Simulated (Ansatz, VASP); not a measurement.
# TiO2: VASP beside Ansatz

File POSCAR:

```
TiO2
1.0
    2.6805548658     -2.7284128728     -0.0617389515
    2.6752617647      2.7231209861     -0.0543959535
   -2.7090875630      0.0090815493      4.8052823094
Ti O
2 4
Direct
    0.1219484995      0.8575515384      0.2362471605
    0.8755807488      0.1482181876      0.7558577591
    0.3540058329      0.0989456189      0.6738295210
    0.6731971283      0.9418963086      0.3216654504
    0.9681807552      0.6826863602      0.8467382601
    0.0640405078      0.3491038293      0.1745947979
```

Contents of INCAR.step1:

```
  PREC = Accurate
  ENCUT = 520
  ISMEAR = 0
  SIGMA = 0.02
  LREAL = False
  LASPH = True
  NELM = 60
  NBANDS = 33
  GGA = PE
  ALGO = Normal
  EDIFF = 1E-4
  LWAVE = True
  LCHARG = False
```

The input INCAR.step2:

```
  PREC = Accurate
  ENCUT = 520
  EDIFF = 1E-6
  ISMEAR = 0
  SIGMA = 0.02
  LREAL = False
  LASPH = True
  NELM = 60
  ALGO = Normal
  ISIF = 2
  LWAVE = False
  LCHARG = False
  METAGGA = R2SCAN
  LMIXTAU = True
  NBANDS = 33
  ISTART = 1
```

The input KPOINTS:

```
Automatic mesh
0
Gamma
  1 1 1
```

Input for Ansatz:

```yaml
crystal:
  lattice:
    - [2.6805548658, -2.7284128728, -0.0617389515]
    - [2.6752617647, 2.7231209861, -0.0543959535]
    - [-2.709087563, 0.0090815493, 4.8052823094]
  atoms:
    - { symbol: Ti, position: [0.1219484995, 0.8575515384, 0.2362471605] }
    - { symbol: Ti, position: [0.8755807488, 0.1482181876, 0.7558577591] }
    - { symbol: O, position: [0.3540058329, 0.0989456189, 0.673829521] }
    - { symbol: O, position: [0.6731971283, 0.9418963086, 0.3216654504] }
    - { symbol: O, position: [0.9681807552, 0.6826863602, 0.8467382601] }
    - { symbol: O, position: [0.0640405078, 0.3491038293, 0.1745947979] }
basis:
  ecutwfc: 500
kpoints:
  mp_grid: { grid: [1, 1, 1] }
hamiltonian:
  xc: r2scan
scf:
  occupations: { method: gaussian, width: 0.02 }
output:
  forces: true
  stress: true
  eigenvalues: true
```

Change from the starting cell: kmesh displaced: [1, 1, 1] Gamma-centred.

Alike in both runs: task single point; functional r2SCAN; k mesh 1 × 1 × 1; occupations gaussian, width 0.02 eV; no spin polarisation.

```csv
,VASP,Ansatz
version,VASP 6.6.1,Ansatz 0.2.0
potentials or method,"VASP PAW PBE potentials, release 64 (Ti_sv, O)","scalar-relativistic, plane waves, PAW"
plane-wave cutoff (eV),520,500
valence electrons in the cell,48,48
```

VASP gave:

| Item | Value |
| --- | --- |
| gap on the k mesh at the Fermi level (eV) | 2.34 |
| least direct gap on the mesh (eV) | 2.34 |
| pressure (GPa) | 17.5 |
| largest component of the traceless stress (GPa) | 7.97 |
| rms of the force components (eV/Å) | 3.618 |

Problem. Estimate Ansatz's values.

Solution. gap on the k mesh at the Fermi level (eV): 2.32; least direct gap on the mesh (eV): 2.32; pressure (GPa): 16.1; largest component of the traceless stress (GPa): 7.95; rms of the force components (eV/Å): 3.663.

Atom by atom the forces differ by 0.080 eV/Å (rms over components). With one functional, cell and mesh, what is left measures potentials, basis and numerics.

Caveats: the k mesh is coarse (spacing up to 1.79 Å⁻¹), so the values aren't converged; so large a pressure means that the cell lies far from this level's equilibrium, or that cutoff or potentials fall short (VASP); the potentials were made for another functional, which shifts forces and pressure (VASP); an odd mesh through Γ misses points on the zone boundary, where band edges often lie.
